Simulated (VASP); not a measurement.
## Gd under changes of volume

One of the cells (33.765 Å³/atom); the others are scaled copies at fixed shape and fractional positions:

```
CELL_PARAMETERS angstrom
3.66008 0.00000 0.00000
-1.83004 3.16972 0.00000
0.00000 0.00000 5.82090
ATOMIC_POSITIONS crystal
Gd 0.66667 0.33333 0.75000
Gd 0.33333 0.66667 0.25000
```

| Property | Result |
| --- | --- |
| Program | VASP 6.6.1 |
| Functional | PBE |
| Potentials or basis | VASP PAW PBE potentials, release 64 (Gd) |
| Cutoff | 520 eV |
| k mesh | 8 × 8 × 5 |
| Occupations | fermi-dirac, width 0.05 eV |
| Spin | collinear spin, ferromagnetic start |
| Starting moments | [7.0, 7.0] μB |

| volume (Å³/atom) | energy over the lowest point (meV/atom) | pressure (GPa) | moment (μB per cell) |
| --- | --- | --- | --- |
| 31.117 | 23.79 | 3.0 | 15.19 |
| 31.779 | ? | ? | ? |
| 32.441 | 5.16 | 1.2 | 15.23 |
| 33.765 | 0.00 | -0.2 | 15.25 |
| 34.427 | 1.85 | -0.8 | 15.25 |
| 35.090 | 6.35 | -1.4 | 15.26 |

Problem. What does the run at 31.779 Å³/atom give?

Solution. Energy over the lowest point 12.65 meV/atom; pressure 2.1 GPa; moment 15.21 μB per cell.

Worked out: A Birch-Murnaghan fit of order 3 (a polynomial in V^(-2/3)) to the other rows has its minimum at 33.66 Å³/atom with B0 = V·E''(V) = 36 GPa and B' = 3.0 at fixed shape and positions, which overstates the stiffness. It gives 12.65 meV/atom at 31.779 Å³/atom, against the run's 12.65, and -dE/dV = 2.2 GPa, against 2.1. A parabola through the other rows of the moment, of slope 0.0275 μB per Å³/atom there, gives 15.21 μB, against the run's 15.21.

Energies are extrapolated to zero smearing.
